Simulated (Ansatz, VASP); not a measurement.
**Two plane-wave programs on NaCl**

Contents of INCAR:

```
SYSTEM = NaCl
PREC = Accurate
ENCUT = 520
EDIFF = 1E-7
ISMEAR = -1
SIGMA = 0.02
LREAL = .FALSE.
LASPH = .TRUE.
NELM = 100
ALGO = Normal
ISIF = 2
LWAVE = .FALSE.
LCHARG = .TRUE.
GGA = PE
LELF = .TRUE.
LVHAR = .TRUE.
NBANDS = 14
```

Contents of KPOINTS:

```
regular mesh
0
G
  8 8 8
  0 0 0
```

File POSCAR:

```
NaCl
1.0
    0.0000000000      2.8307258186      2.7936053146
    2.8307258186      0.0000000000      2.7936053146
    2.8307258186      2.8307258186      0.0000000000
Na Cl
1 1
Direct
    0.0000000000      0.0000000000      0.0000000000
    0.5000000000      0.5000000000      0.5000000000
```

Input for Ansatz:

```yaml
crystal:
  lattice:
    - [0.0, 2.8307258186, 2.7936053146]
    - [2.8307258186, 0.0, 2.7936053146]
    - [2.8307258186, 2.8307258186, 0.0]
  atoms:
    - { symbol: Na, position: [0.0, 0.0, 0.0] }
    - { symbol: Cl, position: [0.5, 0.5, 0.5] }
kpoints:
  mp_grid: { grid: [8, 8, 8] }
  band_path:
    path:
      - [0.0, 0.0, 0.0]
      - [0.5, 0.0, 0.5]
      - [0.625, 0.25, 0.625]
      - [0.375, 0.375, 0.75]
      - [0.5, 0.5, 0.5]
      - [0.5, 0.25, 0.75]
    npoints: 1
hamiltonian:
  xc: pbe
scf:
  occupations: { method: fermi_dirac, width: 0.02 }
  n_extra_bands: 4
output:
  forces: true
  stress: true
  eigenvalues: true
```

Change from the starting cell: epitaxial_xy strain +1.0%.

Alike in both runs: task single point; functional PBE; k mesh 8 × 8 × 8; occupations fermi-dirac, width 0.02 eV; no spin polarisation.

|  | VASP | Ansatz |
| --- | --- | --- |
| version | VASP 6.6.1 | Ansatz 0.2.0 |
| potentials or method | VASP PAW PBE potentials, release 64 (Na_pv, Cl) | plane waves, PAW |
| plane-wave cutoff (eV) | 520 | 420 |
| valence electrons in the cell | 14 | 16 |

|  | VASP | Ansatz | Ansatz less VASP |
| --- | --- | --- | --- |
| gap on the k mesh at the Fermi level (eV) | 5.11 | 5.11 | 0.000 |
| pressure (GPa) | 0.8 | 0.8 | +0.03 |
| largest component of the traceless stress (GPa) | 0.38 | 0.38 | -0.002 |

The two sets of potentials don't hold the same shells in valence.

A k mesh can miss the band edges.
